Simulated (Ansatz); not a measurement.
# CoO under changes of volume

One of the cells (9.584 Å³/atom); the others are scaled copies at fixed shape and fractional positions:

```
CELL_PARAMETERS angstrom
-1.50800 1.50800 2.10725
1.50800 -1.50800 2.10725
1.50800 1.50800 -2.10725
ATOMIC_POSITIONS crystal
Co 0.00000 0.00000 0.00000
O 0.50000 0.50000 0.00000
```

```yaml
Program: Ansatz 0.2.0
Functional: PBEsol
Potentials_or_basis: Ansatz PAW
Cutoff: "420 eV (not typed: the program's choice for these potentials)"
k_mesh: 12 × 12 × 12
Occupations: fermi-dirac, width 0.05 eV
Spin: collinear spin, ferromagnetic start
Starting_moments: "[2.0, 0.0] μB"
```

```tsv
volume (Å³/atom)	energy over the lowest point (meV/atom)	pressure (GPa)	moment (μB per cell)
9.009	0.00	0.8	2.73
9.201	0.70	-2.5	2.84
9.392	5.54	-5.9	2.90
9.584	?	?	?
9.776	27.16	-12.2	2.97
9.967	43.49	-15.0	2.99
10.159	63.05	-17.5	2.99
```

Question: What does the run at 9.584 Å³/atom give?

Answer: Energy over the lowest point 14.43 meV/atom; pressure -9.1 GPa; moment 2.94 μB per cell.

Worked out: A Birch-Murnaghan fit of order 3 (a polynomial in V^(-2/3)) to the other rows has its minimum at 9.08 Å³/atom with B0 = V·E''(V) = 174 GPa (rough, since the energies scatter) at fixed shape and positions, which overstates the stiffness. It gives 14.48 meV/atom at 9.584 Å³/atom, against the run's 14.43, and -dE/dV = -9.1 GPa, against -9.1. A parabola through the other rows of the moment, of slope 0.214 μB per Å³/atom there, gives 2.95 μB, against the run's 2.94.

Energies are extrapolated to zero smearing.

Caveats: a cell with one magnetic atom can't hold antiferromagnetic order, which such compounds often take; the PAW data sets come from PBE, with cores solved anew for the run's functional, which leaves a small shift of forces and pressure.
